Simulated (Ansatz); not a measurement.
System: wurtzite InN. Method: LDA in Ansatz (PAW).

Run with plane-wave cutoff 520 eV, 24×24×12 k mesh (along the axes of the cell as run), Fermi–Dirac smearing 0.05 eV, perturbation theory, scalar-relativistic PAW data made under PBE.

Computed at the level's own relaxed cell.

```cif
data_In2N2
_chemical_formula_sum 'In2 N2'
_space_group_name_H-M_alt 'P63mc'
_space_group_IT_number 186
_space_group_name_Hall 'P 6c -2c'
_cell_length_a 3.50330
_cell_length_b 3.50330
_cell_length_c 5.66339
_cell_angle_alpha 90.000
_cell_angle_beta 90.000
_cell_angle_gamma 120.000
loop_
_atom_site_label
_atom_site_type_symbol
_atom_site_symmetry_multiplicity
_atom_site_Wyckoff_symbol
_atom_site_fract_x
_atom_site_fract_y
_atom_site_fract_z
_atom_site_occupancy
In1 In 2 b 0.33333 0.66667 0.00019 1
N1 N 2 b 0.33333 0.66667 0.37881 1
```

Harmonic phonon frequencies (cm⁻¹; i marks an imaginary mode; at Γ without the LO shift):

```tsv
q point	frequencies
Γ	0 0 0 85 85 226 453 478 478 493 493 579
M	81 116 121 152 205 218 500 504 529 544 575 586
K	134 134 135 165 196 196 524 524 548 558 558 578
A	65 65 65 65 158 158 485 485 485 485 587 587
```

No imaginary mode appears at these points.

Note: the solid has no gap at this level, which affects its response.

Ansatz is a first-principles code.
